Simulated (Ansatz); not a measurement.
# Sb: stress in a strained cell

Sb is deformed so: zz strain of -3 %. What stress and forces result, by LAPW, PAW and all-electron datasets made for the crystal?

Computed with Ansatz 0.2.0 (DFT PBE, scalar-relativistic, unless a step's input says otherwise).

### Step 1. The system as given

The structure is cubic, space group Fm-3m (No. 225). Conventional cell: a = 4.610 Å, b = 4.610 Å, c = 4.610 Å, α = 90.00°, β = 90.00°, γ = 90.00°. Sb (site symmetry m-3m) has 12 Sb at 3.26 Å as nearest neighbours.

Coordinates:

```cif
data_structure
_symmetry_space_group_name_H-M 'Fm-3m'
_symmetry_Int_Tables_number 225
_cell_length_a 4.6100
_cell_length_b 4.6100
_cell_length_c 4.6100
_cell_angle_alpha 90.000
_cell_angle_beta 90.000
_cell_angle_gamma 90.000
_cell_volume 97.97
loop_
_atom_site_label
_atom_site_type_symbol
_atom_site_symmetry_multiplicity
_atom_site_Wyckoff_symbol
_atom_site_fract_x
_atom_site_fract_y
_atom_site_fract_z
_atom_site_occupancy
Sb1 Sb 4 a 0.00000 0.00000 0.00000 1
```

The file gives the conventional cell by its symmetry; the runs use the cell typed in the input.

### Step 2. The deformed structure

Space group Fm-3m before, I4/mmm after.

### Step 3. All-electron LAPW

The input, input.yaml:

```yaml
crystal:
  lattice:
    - [0.0, 2.305, 2.23585]
    - [2.305, 0.0, 2.23585]
    - [2.305, 2.305, 0.0]
  atoms:
    - { symbol: Sb, position: [0.0, 0.0, 0.0] }
kpoints:
  mp_grid: { grid: [12, 12, 12] }
  band_path:
    path:
      - [0.0, 0.0, 0.0]
      - [0.0, 0.5, 0.5]
      - [0.25, 0.75, 0.5]
      - [0.0, 0.5, 0.0]
      - [0.0, 0.0, 0.0]
      - [0.5, 0.5, 0.0]
      - [0.3828515251, 0.6171484749, 0.0]
      - [-0.3828515251, 0.3828515251, 0.0]
      - [0.0, 0.0, 0.0]
    npoints: 5
scf:
  occupations: { method: fermi_dirac, width: 0.05 }
hamiltonian:
  xc: pbe
  pseudopotentials: { kind: all_electron, lapw: { basis_error: 0.001 } }
output:
  forces: true
  stress: true
  eigenvalues: true
```

On the command line:

```console
> ansatz run input.yaml --threads 1 --pin off --max-ram 3072MiB --backend cpu --events-out ev --progress --plain --runs-dir out
```

### Step 4. PAW on the default files

The input, input.yaml:

```yaml
crystal:
  lattice:
    - [0.0, 2.305, 2.23585]
    - [2.305, 0.0, 2.23585]
    - [2.305, 2.305, 0.0]
  atoms:
    - { symbol: Sb, position: [0.0, 0.0, 0.0] }
kpoints:
  mp_grid: { grid: [12, 12, 12] }
scf:
  occupations: { method: fermi_dirac, width: 0.05 }
hamiltonian:
  xc: pbe
  pseudopotentials: { kind: paw }
output:
  forces: true
  stress: true
  eigenvalues: true
  efg: { contact_densities: true }
```

### Step 5. Datasets made for this crystal

input.yaml, as its differences from that of step 4:

```diff
@@ -13,3 +13,3 @@
   xc: pbe
-  pseudopotentials: { kind: paw }
+  pseudopotentials: { kind: all_electron, datasets: crystal }
 output:
```

(Steps that only read results are left out.)

Q: Predict the outcome of this session. Wanted: pressure; largest shear or deviatoric stress.

**Answer**, as computed:

```
                                 quantity                                              value
                                 pressure  LAPW 11.96, PAW 11.96, crystal datasets 11.96 GPa
largest shear or deviatoric stress (LAPW)                                           0.12 GPa
```

The largest part of the stress beyond the pressure is 0.12 GPa in size, in the zz component. No run of the undeformed cell stands beside it, so the pressure holds what the given cell had before the change. PAW: stress within 0.01 GPa of LAPW. Crystal datasets: stress within 0.01 GPa of LAPW. Spin-orbit coupling is left out, though the cell holds Sb; in elements this heavy it can shift bands and gaps by tenths of an eV.
